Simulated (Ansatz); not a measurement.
Geometry optimisation in Ansatz: input, command and trajectory.

```yaml
crystal:
  lattice:
    - [0.0, 0.0, -5.2431684262]
    - [4.827556226, 2.7871908866, 0.0]
    - [1.0e-10, -5.5743817732, 0.0]
  atoms:
    - { symbol: Ga, position: [0.5008651352, 0.6666666667, 0.6666666667] }
    - { symbol: Ga, position: [0.5008651352, 0.3333333333, 0.0] }
    - { symbol: Ga, position: [0.5008651352, 1.0, 0.3333333333] }
    - { symbol: Ga, position: [0.0008651352, 0.3333333333, 0.3333333333] }
    - { symbol: Ga, position: [0.0008651352, 0.0, 0.6666666667] }
    - { symbol: Ga, position: [0.0008651352, 0.6666666667, 0.0] }
    - { symbol: "N", position: [0.1241348648, 0.6666666667, 0.6666666667] }
    - { symbol: "N", position: [0.1241348648, 0.3333333333, 0.0] }
    - { symbol: "N", position: [0.1241348648, 1.0, 0.3333333333] }
    - { symbol: "N", position: [0.6241348648, 0.3333333333, 0.3333333333] }
    - { symbol: "N", position: [0.6241348648, 0.0, 0.6666666667] }
    - { symbol: "N", position: [0.6241348648, 0.6666666667, 0.0] }
    - { symbol: Ga, position: [0.8033479217, -0.0047639904, -0.0291433266], spin: 1.0 }
basis:
  ecutwfc: 420
  xc_grid: 2
kpoints:
  mp_grid: { grid: [3, 3, 3], shift: [0.0, 0.0, 0.0] }
hamiltonian:
  xc: pbe
scf:
  occupations: { method: gaussian, width: 0.02 }
output:
  forces: true
  stress: false
  eigenvalues: true
  populations: true
magnetization:
  spin_polarized: true
relax:
  adjacent_minimum: "off"
  f_tol: 0.02
  max_steps: 60
```

```bash
ansatz run input.yaml --threads 4 --pin off --max-ram 10240MiB --backend cpu --events-out ev --progress --plain --runs-dir out
```

Theory: DFT PBE, scalar-relativistic, plane waves, PAW (Ansatz 0.2.0).

The cell holds a point defect: Ga interstitial, neutral.

Of 7 frames 7 are shown, positions in Å and forces in eV/Å; the SCF threshold varies from step to step. The mark taken_back stands on steps that the optimiser undid.

```xyz
13
Lattice="0.0000 0.0000 -5.2432 4.8276 2.7872 0.0000 0.0000 -5.5744 0.0000" Properties=species:S:1:pos:R:3:forces:R:3 pbc="T T T" step=1 free_energy_over_end_meV_per_atom=163.20
Ga    3.2184   -1.8581   -2.6261   -1.9390    0.8138    2.4394
Ga    1.6092    0.9291   -2.6261    1.7718    0.6753    2.2776
Ga    4.8276    0.9291   -2.6261    0.0273   -0.9707    1.6556
Ga    1.6092   -0.9291   -0.0045    2.1543   -1.5954   -2.2040
Ga    0.0000   -3.7163   -0.0045    0.1207    6.5222   -5.0231
Ga    3.2184    1.8581   -0.0045   -2.4917   -1.9039   -2.5132
N     3.2184   -1.8581   -0.6509   -1.2618    0.7305   -0.9302
N     1.6092    0.9291   -0.6509    1.2480    0.7380   -0.9100
N     4.8276    0.9291   -0.6509   -0.0004   -1.4263   -0.7964
N     1.6092   -0.9291   -3.2724    1.1391   -0.8532    0.5759
N     0.0000   -3.7163   -3.2724    0.0630    2.3943    1.3080
N     3.2184    1.8581   -3.2724   -1.2064   -0.9453    0.6498
Ga   -0.0230    0.1492   -4.2121    0.3751   -4.1793    3.4708
13
Lattice="0.0000 0.0000 -5.2432 4.8276 2.7872 0.0000 0.0000 -5.5744 0.0000" Properties=species:S:1:pos:R:3:forces:R:3 pbc="T T T" step=2 free_energy_over_end_meV_per_atom=33.88
Ga    3.1965   -1.8605   -2.5650   -1.0516    0.5141    0.9514
Ga    1.6294    0.9239   -2.5697    0.9658    0.4603    0.8517
Ga    4.8284    0.9164   -2.6006    0.0151   -0.7273    0.5212
Ga    1.6493   -0.9546   -0.0455    0.9731   -0.5906   -0.9182
Ga    0.0024   -3.6093   -0.0885    0.0243    1.5814   -1.4875
Ga    3.1737    1.8271   -0.0497   -1.0846   -0.6857   -1.0488
N     3.2226   -1.8527   -0.6506   -0.6883    0.4642   -0.4016
N     1.6030    0.9338   -0.6565    0.6783    0.4550   -0.3849
N     4.8276    0.9639   -0.6901   -0.0092   -0.8256   -0.4010
N     1.6381   -0.9545   -3.2637    0.7743   -0.4840    0.2739
N     0.0012   -3.6923   -3.2716    0.0156    1.3608    0.5229
N     3.1888    1.8319   -3.2633   -0.7949   -0.5201    0.2974
Ga   -0.0188    0.1017   -4.1591    0.1821   -1.0017    1.2247
13
Lattice="0.0000 0.0000 -5.2432 4.8276 2.7872 0.0000 0.0000 -5.5744 0.0000" Properties=species:S:1:pos:R:3:forces:R:3 pbc="T T T" step=3 free_energy_over_end_meV_per_atom=2.46
Ga    3.1817   -1.8391   -2.5195    0.3043   -0.1423   -0.2712
Ga    1.6408    0.9485   -2.5316   -0.2514   -0.1317   -0.2094
Ga    4.8271    0.9165   -2.5800    0.0046    0.1479   -0.0234
Ga    1.6390   -0.9532   -0.1005   -0.3292    0.2577    0.2187
Ga    0.0016   -3.6404   -0.1323   -0.0212   -0.3125    0.2950
Ga    3.1829    1.8291   -0.1080    0.3116    0.2768    0.2439
N     3.1818   -1.8226   -0.6590    0.1667   -0.1788   -0.0268
N     1.6395    0.9610   -0.6704   -0.1170   -0.1188   -0.0106
N     4.8259    0.9048   -0.7208    0.0017    0.1443    0.1767
N     1.7285   -0.9919   -3.2859   -0.2213    0.1250   -0.1224
N    -0.0019   -3.5674   -3.3039    0.0125   -0.4029   -0.2940
N     3.0993    1.7947   -3.2910    0.2062    0.1324   -0.1415
Ga   -0.0040    0.0348   -3.9713   -0.0676    0.2030    0.1649
13
Lattice="0.0000 0.0000 -5.2432 4.8276 2.7872 0.0000 0.0000 -5.5744 0.0000" Properties=species:S:1:pos:R:3:forces:R:3 pbc="T T T" step=4 free_energy_over_end_meV_per_atom=3.27 taken_back
Ga    3.1468   -1.8128   -2.5397    0.0216   -0.0353    0.1494
Ga    1.6804    0.9680   -2.5428   -0.0205    0.0055    0.1345
Ga    4.8297    0.8573   -2.5557   -0.0106    0.0280    0.1119
Ga    1.5986   -0.9101   -0.1060   -0.1058    0.0354   -0.0618
Ga   -0.0034   -3.6962   -0.1231    0.0139   -0.1494   -0.0086
Ga    3.2215    1.8743   -0.1082    0.1088    0.0331   -0.0507
N     3.1530   -1.8069   -0.6756   -0.0014    0.0313   -0.0923
N     1.6675    0.9840   -0.6785   -0.0176   -0.0361   -0.1066
N     4.8238    0.8773   -0.6917    0.0071    0.0370   -0.1509
N     1.6859   -0.9798   -3.3224    0.3082   -0.1545    0.2094
N     0.0036   -3.6106   -3.3407   -0.0068    0.4483    0.2238
N     3.1411    1.8047   -3.3232   -0.3203   -0.1714    0.1983
Ga   -0.0063    0.0255   -3.8663    0.0236   -0.0719   -0.5566
13
Lattice="0.0000 0.0000 -5.2432 4.8276 2.7872 0.0000 0.0000 -5.5744 0.0000" Properties=species:S:1:pos:R:3:forces:R:3 pbc="T T T" step=5 free_energy_over_end_meV_per_atom=0.14
Ga    3.1731   -1.8315   -2.5325    0.0638   -0.0374   -0.0554
Ga    1.6524    0.9539   -2.5385   -0.0624   -0.0357   -0.0536
Ga    4.8279    0.8935   -2.5608    0.0012    0.0402   -0.0311
Ga    1.6147   -0.9266   -0.1031   -0.0117    0.0223    0.0066
Ga   -0.0007   -3.6739   -0.1246   -0.0008   -0.0516    0.0377
Ga    3.2062    1.8575   -0.1074    0.0107    0.0244    0.0101
N     3.1677   -1.8153   -0.6720   -0.0013   -0.0068    0.0117
N     1.6543    0.9718   -0.6780   -0.0006   -0.0106    0.0090
N     4.8249    0.8917   -0.7001    0.0026    0.0130    0.0021
N     1.7106   -0.9891   -3.3018   -0.0065    0.0182    0.0407
N     0.0014   -3.5839   -3.3225    0.0013    0.0161    0.0292
N     3.1159    1.7958   -3.3057   -0.0012    0.0136    0.0328
Ga   -0.0061    0.0308   -3.9270    0.0050   -0.0058   -0.0398
13
Lattice="0.0000 0.0000 -5.2432 4.8276 2.7872 0.0000 0.0000 -5.5744 0.0000" Properties=species:S:1:pos:R:3:forces:R:3 pbc="T T T" step=6 free_energy_over_end_meV_per_atom=0.03
Ga    3.1853   -1.8322   -2.5396   -0.0193    0.0111    0.0281
Ga    1.6410    0.9548   -2.5458    0.0148    0.0041    0.0254
Ga    4.8272    0.9012   -2.5558    0.0026   -0.0004    0.0284
Ga    1.6202   -0.9270   -0.1053    0.0204   -0.0062   -0.0120
Ga   -0.0006   -3.6781   -0.1159   -0.0011    0.0215   -0.0157
Ga    3.2008    1.8573   -0.1096   -0.0229   -0.0079   -0.0137
N     3.1690   -1.8173   -0.6752    0.0198   -0.0148   -0.0138
N     1.6531    0.9694   -0.6825   -0.0165   -0.0080    0.0006
N     4.8250    0.8893   -0.6937   -0.0019    0.0158    0.0154
N     1.7159   -0.9838   -3.2953   -0.0164    0.0057   -0.0319
N     0.0007   -3.5789   -3.3141    0.0028   -0.0310   -0.0072
N     3.1096    1.8013   -3.3029    0.0208    0.0065   -0.0221
Ga   -0.0048    0.0188   -3.9385   -0.0031    0.0036    0.0186
13
Lattice="0.0000 0.0000 -5.2432 4.8276 2.7872 0.0000 0.0000 -5.5744 0.0000" Properties=species:S:1:pos:R:3:forces:R:3 pbc="T T T" step=7 free_energy_over_end_meV_per_atom=0.00
Ga    3.1831   -1.8279   -2.5446    0.0021   -0.0013   -0.0020
Ga    1.6417    0.9588   -2.5467   -0.0030   -0.0012   -0.0015
Ga    4.8266    0.9013   -2.5479   -0.0003    0.0029   -0.0006
Ga    1.6258   -0.9282   -0.1093    0.0009   -0.0007   -0.0017
Ga   -0.0014   -3.6809   -0.1115   -0.0003    0.0001   -0.0012
Ga    3.1970    1.8578   -0.1109   -0.0003    0.0003   -0.0007
N     3.1718   -1.8204   -0.6818   -0.0109    0.0060    0.0044
N     1.6513    0.9667   -0.6840    0.0108    0.0052    0.0045
N     4.8255    0.8900   -0.6853    0.0001   -0.0135    0.0058
N     1.7149   -0.9803   -3.3029    0.0135   -0.0074   -0.0052
N    -0.0006   -3.5810   -3.3058   -0.0007    0.0162   -0.0047
N     3.1098    1.8060   -3.3050   -0.0124   -0.0064   -0.0043
Ga   -0.0032    0.0130   -3.9383    0.0004   -0.0003    0.0072
```

It took 84 s on 4 threads of Arm Neoverse V2 (shared host), peak memory 0.64 GiB.